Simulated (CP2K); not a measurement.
# Hf (P-1) in CP2K: a series of runs

The runs below take Hf through single point, with PBE, WC, BEEF-vdW, vdW-DF2.

All numbers are computed with CP2K 2026.2; they aren't measurements. Logs are shortened: lines on timing, memory, paths and dates and some standing lists are left out, and cuts for length are marked.

## Step 1: Starting point

The typed cell holds 1 atom: a = 2.880 Å, b = 3.093 Å, c = 3.172 Å, α = 104.64°, β = 108.16°, γ = 109.13°.

This isn't the form of Hf at room conditions, which is hcp.

## Step 2: Single point, PBE

hf_scf.inp reads:

```
&GLOBAL
  PROJECT hf_scf
  RUN_TYPE ENERGY_FORCE
  PRINT_LEVEL LOW
&END GLOBAL
&FORCE_EVAL
  METHOD QS
  STRESS_TENSOR ANALYTICAL
  &DFT
    BASIS_SET_FILE_NAME BASIS_MOLOPT_UZH
    POTENTIAL_FILE_NAME POTENTIAL_UZH
    &MGRID
      CUTOFF 675
      REL_CUTOFF 60
      NGRIDS 5
    &END MGRID
    &QS
      METHOD GPW
      EPS_DEFAULT 1.0E-10
    &END QS
    &KPOINTS
      SCHEME MONKHORST-PACK 11 10 10
      GAMMA_CENTERED T
      SYMMETRY T
      SYMMETRY_BACKEND SPGLIB
    &END KPOINTS
    &SCF
      SCF_GUESS ATOMIC
      EPS_SCF 1.0E-6
      MAX_SCF 100
      ADDED_MOS 11
      CHOLESKY OFF
      EPS_EIGVAL 1.0E-7
      &DIAGONALIZATION ON
        ALGORITHM STANDARD
      &END DIAGONALIZATION
      &MIXING ON
        METHOD BROYDEN_MIXING
        ALPHA 0.4
        BETA 1.5
        NBUFFER 8
      &END MIXING
      &SMEAR ON
        METHOD FERMI_DIRAC
        ELECTRONIC_TEMPERATURE [K] 580.226
      &END SMEAR
    &END SCF
    &XC
      &XC_FUNCTIONAL PBE
      &END XC_FUNCTIONAL
    &END XC
    &PRINT
      &KPOINTS ON
      &END KPOINTS
      &MULLIKEN ON
      &END MULLIKEN
      &MO ON
        ENERGIES T
        OCCUPATION_NUMBERS T
        &EACH
          QS_SCF 0
        &END EACH
        ADD_LAST NUMERIC
      &END MO
    &END PRINT
  &END DFT
  &SUBSYS
    &CELL
      A 2.8801240177 0.0000000000 0.0000000000
      B -1.0137624696 2.9223488047 0.0000000000
      C -0.9883785162 -1.1915115595 2.7681637854
      PERIODIC XYZ
    &END CELL
    &COORD
      SCALED
      Hf  0.0000000000 0.0000000000 0.0000000000
    &END COORD
    &KIND Hf
      BASIS_SET TZVP-MOLOPT-PBE-GTH-q12
      POTENTIAL GTH-PBE-q12
    &END KIND
    &PRINT
      &ATOMIC_COORDINATES ON
      &END ATOMIC_COORDINATES
      &CELL ON
      &END CELL
    &END PRINT
  &END SUBSYS
  &PRINT
    &FORCES ON
    &END FORCES
    &STRESS_TENSOR ON
    &END STRESS_TENSOR
  &END PRINT
&END FORCE_EVAL
```

Potentials or basis: POTENTIAL_UZH Hf GTH-PBE-q12; TZVP-MOLOPT-PBE-GTH basis.

The run is started by

```console
$ OMP_NUM_THREADS=1 cp2k.psmp -i hf_scf.inp -o hf_scf.out
```

hf_scf.out:

```text

 CP2K| version string:                                       CP2K version 2026.2
 CP2K| Input file name                                                hf_scf.inp

 GLOBAL| Force Environment number                                              1
 GLOBAL| Basis set file name                                    BASIS_MOLOPT_UZH
 GLOBAL| Potential file name                                       POTENTIAL_UZH
 GLOBAL| MM Potential file name                                     MM_POTENTIAL
 GLOBAL| Coordinate file name                                      __STD_INPUT__
 GLOBAL| Method name                                                        CP2K
 GLOBAL| Project name                                                     hf_scf
 GLOBAL| Run type                                                   ENERGY_FORCE
 GLOBAL| FFT library                                                       FFTW3
 GLOBAL| Diagonalization library                                       ScaLAPACK
 GLOBAL| Cholesky decomposition library                                ScaLAPACK
 GLOBAL| DGEMM library                                                      BLAS
 GLOBAL| Direct generalized diagonalization requested                          F
 GLOBAL| Matrix multiplication library                                 ScaLAPACK
 GLOBAL| Global print level                                                  LOW
 GLOBAL| Total number of message passing processes                             1
 GLOBAL| Number of threads for this process                                    1
 GLOBAL| CPU model name                                                  UNKNOWN

 CELL| Volume [angstrom^3]:                                            23.298879
 CELL| Vector a [angstrom]:       2.880     0.000     0.000   |a| =     2.880124
 CELL| Vector b [angstrom]:      -1.014     2.922     0.000   |b| =     3.093192
 CELL| Vector c [angstrom]:      -0.988    -1.192     2.768   |c| =     3.171644
 CELL| Angle (b,c), alpha [degree]:                                   104.642879
 CELL| Angle (a,c), beta  [degree]:                                   108.157475
 CELL| Angle (a,b), gamma [degree]:                                   109.131654
 CELL| Numerically orthorhombic:                                              NO
 CELL| Periodicity                                                           XYZ

 CELL_REF| Volume [angstrom^3]:                                        23.298879
 CELL_REF| Vector a [angstrom     2.880     0.000     0.000   |a| =     2.880124
 CELL_REF| Vector b [angstrom    -1.014     2.922     0.000   |b| =     3.093192
 CELL_REF| Vector c [angstrom    -0.988    -1.192     2.768   |c| =     3.171644
 CELL_REF| Angle (b,c), alpha [degree]:                               104.642879
 CELL_REF| Angle (a,c), beta  [degree]:                               108.157475
 CELL_REF| Angle (a,b), gamma [degree]:                               109.131654
 CELL_REF| Numerically orthorhombic:                                          NO
 CELL_REF| Periodicity                                                       XYZ

[... 8 lines left out ...]
 TOTAL NUMBERS AND MAXIMUM NUMBERS

  Total number of            - Atomic kinds:                                   1
                             - Atoms:                                          1
                             - Shell sets:                                     1
                             - Shells:                                        11
                             - Primitive Cartesian functions:                  5
                             - Cartesian basis functions:                     41
                             - Spherical basis functions:                     35

  Maximum angular momentum of- Orbital basis functions:                        3
                             - Local part of the GTH pseudopotential:          2
                             - Non-local part of the GTH pseudopotential:      4

 MODULE QUICKSTEP: ATOMIC COORDINATES IN ANGSTROM

   Atom Kind Element         X             Y             Z       Z(eff)     Mass
      1    1 Hf   72      0.000000      0.000000      0.000000  12.0000 178.4900

 SCF PARAMETERS         Density guess:                                    ATOMIC
                        --------------------------------------------------------
                        max_scf:                                             100
[... 7 lines left out ...]
                        --------------------------------------------------------
                        level_shift [a.u.]:                             0.000000
                        added MOs                                        11    0
                        --------------------------------------------------------
                        Mixing method:                            BROYDEN_MIXING
[... 11 lines left out ...]
 *******************************************************************************
 BRILLOUIN| K-point scheme                                        Monkhorst-Pack
 BRILLOUIN| K-Point grid                                            11   10   10
 BRILLOUIN| Gamma-centered k-point mesh                                     ON
 BRILLOUIN| K-point symmetry accuracy                               0.100000E-05
 BRILLOUIN| K-Point point group symmetrization                                ON
 BRILLOUIN| Symmetry backend                                             SPGLIB
 BRILLOUIN| Symmetry reduction method                                    SPGLIB
 BRILLOUIN| Wavefunction type                                            COMPLEX
 BRILLOUIN| List of Kpoints [2 Pi/Bohr]                                      552
 BRILLOUIN| Number           Weight            X              Y              Z
 BRILLOUIN|     1           0.00182       -0.45455       -0.40000       -0.40000
 BRILLOUIN|     2           0.00182       -0.45455       -0.40000       -0.30000
 BRILLOUIN|     3           0.00182       -0.45455       -0.40000       -0.20000
 BRILLOUIN|     4           0.00182       -0.45455       -0.40000       -0.10000
 BRILLOUIN|     5           0.00182       -0.45455       -0.40000        0.00000
 BRILLOUIN|     6           0.00182       -0.45455       -0.40000        0.10000
[... 32 lines left out ...]
[... 8 lines left out ...]
 Number of occupied orbitals:                                                  6
 Number of molecular orbitals:                                                17

 Number of orbital functions:                                                 35
 Number of independent orbital functions:                                     35

 SCF WAVEFUNCTION OPTIMIZATION

  Step     Update method      Time    Convergence         Total energy    Change
  ------------------------------------------------------------------------------
     1 NoMix/Diag. 0.40E+00    7.8     1.25542311       -49.5846300845 -4.96E+01
     2 Broy./Diag. 0.40E+00    6.3     0.04995803       -49.5901884451 -5.56E-03
     3 Broy./Diag. 0.40E+00    6.2     0.15816034       -49.3979741000  1.92E-01
     4 Broy./Diag. 0.40E+00    6.4     0.00327214       -49.2767526872  1.21E-01
     5 Broy./Diag. 0.40E+00    6.2     0.00202922       -49.2798942052 -3.14E-03
     6 Broy./Diag. 0.40E+00    6.4     0.00045286       -49.2801190178 -2.25E-04
     7 Broy./Diag. 0.40E+00    6.2     0.00011358       -49.2804161924 -2.97E-04
     8 Broy./Diag. 0.40E+00    6.2     0.00003243       -49.2803366485  7.95E-05
     9 Broy./Diag. 0.40E+00    6.1     0.00001327       -49.2803330368  3.61E-06
    10 Broy./Diag. 0.40E+00    6.2     0.00000483       -49.2803162307  1.68E-05
    11 Broy./Diag. 0.40E+00    6.3     0.00000026       -49.2803115397  4.69E-06

  *** SCF run converged in    11 steps ***

  Electronic density on regular grids:        -12.0000000006       -0.0000000006
  Core density on regular grids:               11.9999999985       -0.0000000015
  Total charge density on r-space grids:       -0.0000000021
  Total charge density g-space grids:          -0.0000000021

  Overlap energy of the core charge distribution:               0.00000000018808
  Self energy of the core charge distribution:                -72.40344086299169
  Core Hamiltonian energy:                                     15.25082599792503
  Hartree energy:                                              13.92473398407385
  Exchange-correlation energy:                                 -6.05186141070677
  Electronic entropic energy:                                  -0.00056924831294
  Fermi energy:                                                 0.35223347909129

  Total energy:                                               -49.28031153972351
  Total energy (extrapolated to T->0):                        -49.28002691556704

 MO| EIGENVALUES AND OCCUPATION NUMBERS FOR K POINT 1
 MO|
 MO|  Index      Eigenvalue [a.u.]        Eigenvalue [eV]             Occupation
 MO|      1              -1.880905             -51.182034               2.000000
 MO|      2              -0.780748             -21.245220               2.000000
 MO|      3              -0.765926             -20.841904               2.000000
 MO|      4              -0.760298             -20.688759               2.000000
 MO|      5               0.286091               7.784921               2.000000
 MO|      6               0.289209               7.869777               2.000000
[... 182 lines left out ...]
 MO|      5               0.271489               7.387602               2.000000
 MO|      6               0.275625               7.500142               2.000000
[... 9 lines left out ...]
 MO|     16               1.175055              31.974876               0.000000
 MO|     17               1.424285              38.756757               0.000000
 MO| Sum:                                                              12.000000
 MO| E(Fermi):            0.352233 a.u.          9.584760 eV
 MO| Band gap:            0.215447 a.u.          5.862605 eV

 MO| EIGENVALUES AND OCCUPATION NUMBERS FOR K POINT 10
 MO|
 MO|  Index      Eigenvalue [a.u.]        Eigenvalue [eV]             Occupation
 MO|      1              -1.880783             -51.178709               2.000000
 MO|      2              -0.780257             -21.231873               2.000000
 MO|      3              -0.766177             -20.848725               2.000000
 MO|      4              -0.762284             -20.742798               2.000000
 MO|      5               0.273252               7.435552               2.000000
 MO|      6               0.277248               7.544309               2.000000
[... 9 lines left out ...]
 MO|     16               1.154247              31.408660               0.000000
 MO|     17               1.367356              37.207654               0.000000
 MO| Sum:                                                              12.000000
 MO| E(Fermi):            0.352233 a.u.          9.584760 eV
 MO| Band gap:            0.177569 a.u.          4.831892 eV

 MO| EIGENVALUES AND OCCUPATION NUMBERS FOR K POINT 11
 MO|
 MO|  Index      Eigenvalue [a.u.]        Eigenvalue [eV]             Occupation
 MO|      1              -1.881196             -51.189933               2.000000
 MO|      2              -0.781239             -21.258592               2.000000
 MO|      3              -0.764201             -20.794959               2.000000
 MO|      4              -0.758161             -20.630622               2.000000
 MO|      5               0.290302               7.899531               2.000000
 MO|      6               0.315927               8.596813               2.000000
[... 68 lines left out ...]
 MO|      6               0.331833               9.029623               1.999970
[... 9 lines left out ...]
 MO|     16               1.248850              33.982945               0.000000
 MO|     17               1.375170              37.420277               0.000000
 MO| Sum:                                                              12.019987
 MO| E(Fermi):            0.352233 a.u.          9.584760 eV

 [... the levels of further k-points ...]

 !-----------------------------------------------------------------------------!
                     Mulliken Population Analysis

 #  Atom  Element  Kind  Atomic population                           Net charge
       1     Hf       1         12.000000                             -0.000000
 # Total charge                             12.000000                 -0.000000

 !-----------------------------------------------------------------------------!

 ENERGY| Total FORCE_EVAL ( QS ) energy [hartree]            -49.280312220713078

 FORCES| Atomic forces [hartree/bohr]
 FORCES|   Atom     x               y               z               |f|
 FORCES|      1 -5.02395917E-13 -4.64090913E-13 -2.42376709E-13   7.25622837E-13
 FORCES| Sum    -5.02395917E-13 -4.64090913E-13 -2.42376709E-13
 FORCES| Total atomic force                                       7.25622837E-13

 STRESS| Analytical stress tensor [bar]
 STRESS|                        x                   y                   z
 STRESS|      x        3.24856460209E+04  -2.94595917093E+04  -2.34541849257E+04
 STRESS|      y       -2.94595917093E+04  -3.64340363445E+04  -3.13263226883E+04
 STRESS|      z       -2.34541849257E+04  -3.13263226883E+04  -8.64357802113E+04
 STRESS| 1/3 Trace                                            -3.01280568450E+04
 STRESS| Determinant                                           1.22191760762E+14

 STRESS| Eigenvectors and eigenvalues of the analytical stress tensor [bar]
 STRESS|                        1                   2                   3
 STRESS| Eigenvalues  -1.09773878600E+05  -2.50486715868E+04   4.44383796519E+04
 STRESS|      x           0.236416149667      0.219024369830      0.946644457860
 STRESS|      y           0.460438475732      0.832676551693     -0.307646177168
 STRESS|      z           0.855630652935     -0.508604055903     -0.096010937277
```

Run time: 79 s. Hardware: 1 thread of Arm Neoverse V2, shared host; peak memory 0.33 GiB.

Results:

| Property | Result |
| --- | --- |
| Free energy | -1340.9855 eV |
| Pressure | -3.0 GPa |
| Band gap on the k mesh | none (metal or under the smearing width) |

Stress tensor (GPa, compression positive):
```
 3.25 -2.95 -2.35
-2.95 -3.64 -3.13
-2.35 -3.13 -8.64
```

Caveat: the basis of atomic orbitals isn't converged, which shifts pressures, moduli and gaps. The run has no spin-orbit coupling, so splittings on Hf are missing.

## Step 3: Single point, WC

Changes to hf_scf.inp since step 2:

```diff
@@ -48,3 +48,7 @@
     &XC
-      &XC_FUNCTIONAL PBE
+      &XC_FUNCTIONAL
+        &GGA_X_WC
+        &END GGA_X_WC
+        &GGA_C_PBE
+        &END GGA_C_PBE
       &END XC_FUNCTIONAL
```

Potentials or basis: POTENTIAL_UZH Hf GTH-PBE-q12; TZVP-MOLOPT-PBE-GTH basis.

The run is started by

```console
$ OMP_NUM_THREADS=1 cp2k.psmp -i hf_scf.inp -o hf_scf.out
```

Run time: 79 s. Hardware: 1 thread of Arm Neoverse V2, shared host; peak memory 0.33 GiB.

The run converged. Its results:

```yaml
Free_energy: -1339.9091 eV
Pressure: -6.3 GPa
Band_gap_on_the_k_mesh: none (metal or under the smearing width)
```

Stress tensor (GPa, compression positive):
```
 -0.64  -2.81  -2.23
 -2.81  -7.01  -2.98
 -2.23  -2.98 -11.40
```

Levels at points of the mesh, in eV from the Fermi level:
```tsv
k point	band 4	band 5	band 6	band 7	band 8	band 9
(0.00, 0.00, 0.00)	-29.67	-6.84	0.40	0.78	2.87	4.27
(0.00, 0.00, 0.50)	-29.69	-3.62	-0.39	0.01	4.31	5.62
(0.00, 0.50, 0.00)	-29.72	-3.46	-0.58	0.32	4.36	5.60
(0.00, 0.50, 0.50)	-29.74	-3.16	-1.20	1.23	5.11	5.60
```

Caveat: the potentials were made for another functional, which shifts forces and pressure; the basis of atomic orbitals isn't converged, which shifts pressures, moduli and gaps. The run has no spin-orbit coupling, so splittings on Hf are missing.

## Step 4: Single point, BEEF-vdW

Changes to hf_scf.inp since step 3:

```diff
@@ -48,8 +48,12 @@
     &XC
-      &XC_FUNCTIONAL
-        &GGA_X_WC
-        &END GGA_X_WC
-        &GGA_C_PBE
-        &END GGA_C_PBE
+      &XC_FUNCTIONAL BEEFVDW
       &END XC_FUNCTIONAL
+      &VDW_POTENTIAL
+        POTENTIAL_TYPE NON_LOCAL
+        &NON_LOCAL
+          TYPE LMKLL
+          KERNEL_FILE_NAME vdW_kernel_table.dat
+          CUTOFF 300
+        &END NON_LOCAL
+      &END VDW_POTENTIAL
     &END XC
```

The run is started by

```console
$ OMP_NUM_THREADS=1 cp2k.psmp -i hf_scf.inp -o hf_scf.out
```

Wall time 93 s (1 thread of Arm Neoverse V2, shared host); peak memory 0.37 GiB.

The run converged. Its results:

| Quantity | Value |
| --- | --- |
| Free energy | -1347.7243 eV |
| Pressure | -2.4 GPa |
| Band gap on the k mesh | none (metal or under the smearing width) |

Stress tensor (GPa, compression positive):
```
 4.55 -3.11 -2.50
-3.11 -3.00 -3.27
-2.50 -3.27 -8.74
```

Levels at points of the mesh, in eV from the Fermi level:
| k point | band 4 | band 5 | band 6 | band 7 | band 8 | band 9 |
| --- | --- | --- | --- | --- | --- | --- |
| (0.00, 0.00, 0.00) | -30.24 | -6.77 | 0.43 | 0.81 | 2.88 | 4.23 |
| (0.00, 0.00, 0.50) | -30.26 | -3.54 | -0.34 | -0.08 | 4.28 | 5.55 |
| (0.00, 0.50, 0.00) | -30.28 | -3.39 | -0.54 | 0.24 | 4.34 | 5.53 |
| (0.00, 0.50, 0.50) | -30.30 | -3.10 | -1.17 | 1.15 | 5.08 | 5.53 |

Caveat: the potentials were made for another functional, which shifts forces and pressure; the basis of atomic orbitals isn't converged, which shifts pressures, moduli and gaps.

## Step 5: Single point, vdW-DF2

Changes to hf_scf.inp since step 4:

```diff
@@ -48,3 +48,7 @@
     &XC
-      &XC_FUNCTIONAL BEEFVDW
+      &XC_FUNCTIONAL
+        &GGA_X_RPW86
+        &END GGA_X_RPW86
+        &LDA_C_PW
+        &END LDA_C_PW
       &END XC_FUNCTIONAL
```

The run is started by

```console
$ OMP_NUM_THREADS=1 cp2k.psmp -i hf_scf.inp -o hf_scf.out
```

Wall time 88 s (1 thread of Arm Neoverse V2, shared host); peak memory 0.37 GiB.

The run converged. Its results:

```
Free energy            : -1347.0786 eV
Pressure               : 1.5 GPa
Band gap on the k mesh : none (metal or under the smearing width)
```

Stress tensor (GPa, compression positive):
```
 8.03 -2.77 -2.18
-2.77  0.65 -3.20
-2.18 -3.20 -4.30
```

Levels at points of the mesh, in eV from the Fermi level:
```
           k point  band 3  band 4  band 5  band 6  band 7  band 8  band 9  band 10
(0.00, 0.00, 0.00)  -30.46  -30.28   -6.70    0.38    0.74    2.77    4.12     4.85
(0.00, 0.00, 0.50)  -30.55  -30.30   -3.51   -0.38    0.05    4.17    5.41     6.23
(0.00, 0.50, 0.00)  -30.59  -30.32   -3.36   -0.58    0.37    4.22    5.39     6.25
(0.00, 0.50, 0.50)  -30.75  -30.34   -3.09   -1.19    1.29    4.95    5.39     7.09
```

Caveat: the potentials were made for another functional, which shifts forces and pressure; the basis of atomic orbitals isn't converged, which shifts pressures, moduli and gaps.

(Continued in part 2 of 2.)
